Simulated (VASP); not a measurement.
Si: single point with PBE

Si:

```
Si
1.0
     3.83132    0.00000    0.00000
    -1.91566    3.31802    0.00000
     0.00000    0.00000    6.33262
Si
4
Cartesian
  1.9157 1.1060 5.9336
  0.0000 2.2120 2.7673
  1.9157 1.1060 3.5653
  0.0000 2.2120 0.3990
```

This isn't the form of Si at room conditions, which is diamond.

| Property | Result |
| --- | --- |
| Program | VASP 6.6.1 |
| Task | single point |
| Functional | PBE |
| Potentials or basis | VASP PAW PBE potentials, release 64 (Si) |
| Cutoff | 900 eV |
| k mesh | 12 × 12 × 6 |
| Occupations | gaussian, width 0.05 eV |
| Spin | no spin polarisation |

```
Pressure               : 1.4 GPa
Largest force          : 0.005 eV/Å
Band gap on the k mesh : 0.42 eV, indirect (least direct gap 1.03 eV)
```

Forces on the atoms (eV/Å):
```
Si   0.000  0.000  0.005
Si   0.000  0.000  0.005
Si   0.000  0.000 -0.005
Si   0.000  0.000 -0.005
```

Levels at points of the mesh, in eV from the valence-band top:
| k point | band 5 | band 6 | band 7 | band 8 | band 9 | band 10 | band 11 | band 12 |
| --- | --- | --- | --- | --- | --- | --- | --- | --- |
| (0.00, 0.00, 0.00) | -1.52 | -0.35 | 0.00 | 0.00 | 1.03 | 2.00 | 2.00 | 2.35 |
| (0.50, 0.00, 0.00) | -4.66 | -3.05 | -2.98 | -1.44 | 0.42 | 2.35 | 2.99 | 3.11 |
| (0.00, 0.00, 0.50) | -0.93 | -0.93 | -0.93 | -0.93 | 1.81 | 1.81 | 2.98 | 2.98 |
| (0.50, 0.00, 0.50) | -2.45 | -2.45 | -2.42 | -2.42 | 0.92 | 0.92 | 1.67 | 1.67 |

Wall time 2.6 min on 1 thread of AMD EPYC 7R13 Processor (Zen 3), on a shared host, peak memory 0.35 GiB.

A k mesh can miss the band edges. A hybrid or GW would open this gap; PBE tends to underestimate it.
